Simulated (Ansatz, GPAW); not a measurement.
One calculation of SrO, 3 ways

```xyz
2
Lattice="0.0000 2.5663 2.5663 2.5663 0.0000 2.5663 2.5663 2.5663 0.0000" Properties=species:S:1:pos:R:3 pbc="T T T"
Sr    2.5663    2.5663    2.5663
O     0.0000    0.0000    0.0000
```

Alike in all runs: task single point; functional PBE; k mesh 9 × 9 × 9; occupations gaussian, width 0.012 eV; no spin polarisation; no spin-orbit coupling. Pressure is positive in compression and, in plane waves, holds the error of the finite cutoff, which Ansatz's Pulay term estimates and takes out.

| program and potentials | plane-wave cutoff (eV) | notes | pressure (GPa) |
| --- | --- | --- | --- |
| Ansatz, Ansatz PAW | 420 | Pulay term of +0.37 GPa included | 3.32 |
| GPAW, GPAW PAW data sets (gpaw-data 1.2.1) | 800 | - | 3.83 |
| Ansatz, all-electron LAPW, scalar-relativistic | - | - | ? |

Estimate from the other rows what the run with Ansatz, all-electron LAPW, scalar-relativistic gave.

Pressure 3.33 GPa. The other rows, which needn't bracket it: pressure 3.32 to 3.83.
